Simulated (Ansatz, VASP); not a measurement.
**TiCo: VASP beside Ansatz**

```xyz
2
Lattice="0.0000 2.6309 2.6309 2.6309 0.0000 2.6309 2.6309 2.6309 0.0000" Properties=species:S:1:pos:R:3 pbc="T T T"
Ti    0.0000    0.0000    0.0000
Co    3.9464    3.9464    3.9464
```

Alike in both runs: functional r2SCAN; k mesh 6 × 6 × 6; occupations gaussian, width 0.1 eV; collinear spin.

Ansatz relaxed the structure, and its values are those at the end. VASP's run is a single point on that final structure, the one shown.

```csv
,VASP,Ansatz
version,VASP 6.6.1,Ansatz 0.2.0
potentials or method,"VASP PAW PBE potentials, release 64 (Ti_sv, Co)","scalar-relativistic, plane waves, PAW"
plane-wave cutoff (eV),520,500
valence electrons in the cell,21,29
```

|  | VASP | Ansatz | Ansatz less VASP |
| --- | --- | --- | --- |
| gap on the k mesh at the Fermi level (eV) | none | none | - |
| pressure (GPa) | -0.2 | 0.0 | +0.24 |
| net moment per atom (μB) | 0.00 | 0.36 | +0.355 |
| size of the moment on the site where the two differ most (μB) | 0.00 | 0.54 | +0.540 |

The net moments differ so much that the two runs ended in different magnetic states, which moves the other rows too. Site moments also hang on the region over which each program counts them. A gap of «none» marks a metal or a gap that the smearing closes. The two sets of potentials don't hold the same shells in valence.

Caveats: the PAW data sets were made with another functional, which shifts forces and pressure a little (VASP).
